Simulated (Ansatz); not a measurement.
The following input was run with Ansatz 0.2.0.

```yaml
crystal:
  lattice:
    - [3.3141638462, 0.0, 0.0]
    - [-1.6570819231, 2.8701500831, 0.0]
    - [0.0, 0.0, 5.30646354]
  atoms:
    - { symbol: Ga, position: [0.3333333333, 0.6666666667, -0.0116144019] }
    - { symbol: Ga, position: [0.6666666667, 0.3333333333, 0.4883855981] }
    - { symbol: "N", position: [0.3333333333, 0.6666666667, 0.3866144019] }
    - { symbol: "N", position: [0.6666666667, 0.3333333333, 0.8866144019] }
basis:
  ecutwfc: 420
kpoints:
  mp_grid: { grid: [12, 12, 6] }
hamiltonian:
  xc: pbe
scf:
  occupations: { method: gaussian, width: 0.02 }
output:
  forces: true
  stress: true
  eigenvalues: true
```

It can be run as
```bash
ansatz run input.yaml --threads 1 --pin off --backend cpu --events-out ev --progress --plain --runs-dir out  # memory cap (--max-ram) not shown
```

Theory: DFT PBE, scalar-relativistic, plane waves, PAW (Ansatz 0.2.0).

From the run's log, abridged (final results; tables in files aren't shown):

```
SCF 1 converged in 6 iterations: F = -8335.632565 eV  dr2 = 1.22e-8
SCF converged after 6 iterations
Free energy (F): -8335.632565 eV
Harris-Foulkes:  -8335.632565 eV  (|F-HF|=7.99e-9)
Internal energy: -8335.632565 eV  (E = F + TS)
E sigma→0 (E₀):  -8335.632565 eV
Fermi energy:    9.010748 eV
--- Per-component energies (eV) ---
  E_band       = -57.081407
  E_kinetic    = 486.824027
  E_local      = -4061.392709  (includes V_loc(G=0)·N_el)
  E_nonlocal   = 948.371784
  E_hartree    = 1854.954238
  E_xc         = -254.814646
  E_vxc        = -264.555411  (∫ρ·V_xc dr)
  E_paw        = -4241.186467  (= ΣΔE_a)
  E_vpaw       = -876.236321  (= ΣTr[D̂ρ^β])
  E_aug_tail   = -0.000110  (compensation charges beyond the density's cutoff)
  E_ewald      = -3068.388681
  E_smearing   =  0.000000  (= −TS)
--- Forces (eV/Å), atoms counted from 1 ---
  atom   1  Ga     0.00000000     0.00000000     0.68860323
  atom   2  Ga     0.00000000     0.00000000     0.68860323
  atom   3  N      0.00000000     0.00000000    -0.68863169
  atom   4  N      0.00000000     0.00000000    -0.68863169
--- Stress (GPa, compression-positive) ---
      -10.171669       0.000000       0.000000
        0.000000     -10.171669       0.000000
        0.000000       0.000000      -9.820511
  P = ⅓ Tr σ = -10.0546 GPa (-100.546 kbar)
--- Band table (eV; the first three rows and the last of 76) ---
  k-point 0: bands = ["-6.9464", "-6.4157", "-5.1923", "-5.1923", "-5.1528", "-5.1528", "-5.1493", "-5.0095", "-5.0095", "-4.9387", "-4.9387", "-3.5934", "2.2065", "7.2508", "7.2508", "8.1276", "8.1276", "8.4823", "9.5392", "11.5037", "17.0182", "17.4603"]
  k-point 1: bands = ["-6.8857", "-6.4257", "-5.1918", "-5.1918", "-5.1573", "-5.1573", "-5.1173", "-5.0027", "-5.0027", "-4.9417", "-4.9417", "-3.8110", "2.6036", "7.3072", "7.3072", "7.5885", "8.0667", "8.0667", "10.3338", "11.5874", "16.8024", "17.4912"]
  k-point 2: bands = ["-6.7342", "-6.4685", "-5.1885", "-5.1885", "-5.1684", "-5.1684", "-4.9950", "-4.9861", "-4.9861", "-4.9511", "-4.9511", "-4.2808", "3.6035", "6.2652", "7.4633", "7.4633", "7.9019", "7.9019", "11.2782", "11.7710", "16.3410", "16.6549"]
  k-point 75: bands = ["-6.2526", "-6.2526", "-5.1020", "-5.1020", "-5.0842", "-5.0842", "-4.9795", "-4.9795", "-4.9763", "-4.9763", "-3.2285", "-3.2285", "2.4219", "2.4219", "4.4143", "4.4143", "7.2451", "7.2451", "14.0742", "14.0742", "15.6075", "15.6075"]
```

The calculation finished and met its thresholds.